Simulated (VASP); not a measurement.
H9O4F: single point with LDA

H9O4F:

```
CELL_PARAMETERS angstrom
5.53313 0.00000 0.00000
0.00000 5.53313 0.00000
0.00000 0.00000 5.53313
ATOMIC_POSITIONS crystal
O 0.35423 0.77087 0.51824
O 0.02393 0.76873 0.17316
O 0.59249 0.43630 0.72648
O 0.75397 0.21650 0.11901
H 0.37722 0.92091 0.59952
H 0.25342 0.80329 0.36768
H 0.98813 0.72102 0.99958
H 0.95805 0.63803 0.28980
H 0.59693 0.38192 0.89918
H 0.46834 0.54486 0.65417
H 0.83551 0.26943 0.27399
H 0.77598 0.03797 0.14026
H 0.77410 0.45338 0.61824
F 0.95333 0.45336 0.50147
```

The cell was built by a generator and needn't be a form met in nature.

```json
{
  "Program": "VASP 6.6.1",
  "Task": "single point",
  "Functional": "LDA",
  "Potentials or basis": "VASP PAW LDA potentials, release 64 (O, H, F)",
  "Cutoff": "520 eV",
  "k mesh": "1 × 1 × 1",
  "Occupations": "fermi-dirac, width 0.02 eV",
  "Spin": "no spin polarisation",
  "Dipole correction": "no",
  "Further INCAR settings": "ALGO = Normal; EDIFF = 1e-06; NBANDS = 33"
}
```

```
Pressure               : -2.3 GPa
Largest force          : 1.701 eV/Å
Band gap on the k mesh : 4.59 eV, direct
```

Forces on the atoms (eV/Å):
```
O   -0.341 -0.796 -0.881
O   -0.909 -0.516 -0.848
O    0.747 -0.485 -0.063
O    0.288 -0.618  1.010
H    0.193  1.082  0.469
H    0.223 -0.401  0.415
H    0.521  0.175  1.610
H    0.485  0.304 -0.480
H    0.277 -0.172  0.005
H   -0.749  0.788 -0.059
H   -0.323  0.486 -0.590
H    0.015  0.492 -0.477
H    0.132 -0.339  0.197
F   -0.559 -0.001 -0.308
```

Stress tensor (GPa, compression positive):
```
-0.87  0.37 -1.09
 0.37 -1.00  1.49
-1.09  1.49 -5.09
```

Levels at points of the mesh, in eV from the valence-band top:
| k point | band 18 | band 19 | band 20 | band 21 | band 22 | band 23 |
| --- | --- | --- | --- | --- | --- | --- |
| (0.00, 0.00, 0.00) | -0.57 | -0.40 | 0.00 | 4.59 | 8.33 | 8.66 |

Wall time 5.3 s on 1 thread of AMD EPYC 9R45 (Zen 5), with other jobs on the host, peak memory 0.15 GiB.

LDA gaps usually lie below the measured ones, often by a third to a half.
